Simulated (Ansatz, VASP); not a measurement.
# One calculation of AlN, two programs

INCAR

```
SYSTEM = AlN
ALGO = Normal
EDIFF = 1E-6
ENCUT = 520
GGA = PE
ISIF = 2
ISMEAR = 0
LASPH = .True.
LCHARG = .True.
LELF = .True.
LREAL = .False.
LVHAR = .True.
LWAVE = .False.
NBANDS = 11
NELM = 80
PREC = Accurate
SIGMA = 0.05
```

Contents of KPOINTS:

```
k-points
0
Gamma
  10 10 10
  0 0 0
```

The input POSCAR:

```
AlN
1.0
   -0.1193036167      1.9495452283      1.9495452283
    1.9495452283     -0.1193036167      1.9495452283
    1.9495452283      1.9495452283     -0.1193036167
Al N
1 1
Direct
    0.5000000000      0.5000000000      0.5000000000
    0.0000000000      0.0000000000      0.0000000000
```

Input for Ansatz:

```yaml
crystal:
  lattice:
    - [-0.1193036167, 1.9495452283, 1.9495452283]
    - [1.9495452283, -0.1193036167, 1.9495452283]
    - [1.9495452283, 1.9495452283, -0.1193036167]
  atoms:
    - { symbol: Al, position: [0.5, 0.5, 0.5] }
    - { symbol: "N", position: [0.0, 0.0, 0.0] }
basis:
  ecutwfc: 520.0
kpoints:
  mp_grid: { grid: [10, 10, 10] }
hamiltonian:
  xc: pbe
  pseudopotentials: { kind: paw, azcp: { folder: soft_1 } }
scf:
  occupations: { method: gaussian, width: 0.05 }
output:
  forces: true
  stress: true
  eigenvalues: true
```

Alike in both runs: task single point; functional PBE; k mesh 10 × 10 × 10; occupations gaussian, width 0.05 eV; no spin polarisation.

```csv
,VASP,Ansatz
version,VASP 6.6.1,Ansatz 0.2.0
potentials or method,"VASP PAW PBE potentials, release 64 (Al, N)","scalar-relativistic, plane waves, PAW"
plane-wave cutoff (eV),520,520
valence electrons in the cell,8,8
```

```tsv
	VASP	Ansatz	Ansatz less VASP
gap on the k mesh at the Fermi level (eV)	3.27	3.27	+0.008
least direct gap on the mesh (eV)	4.92	4.90	-0.011
pressure (GPa)	11.6	11.7	+0.13
largest component of the traceless stress (GPa)	17.43	17.41	-0.012
```

The functional is the same, so the differences come from potentials, cutoffs and numerics.

A k mesh can miss the band edges.
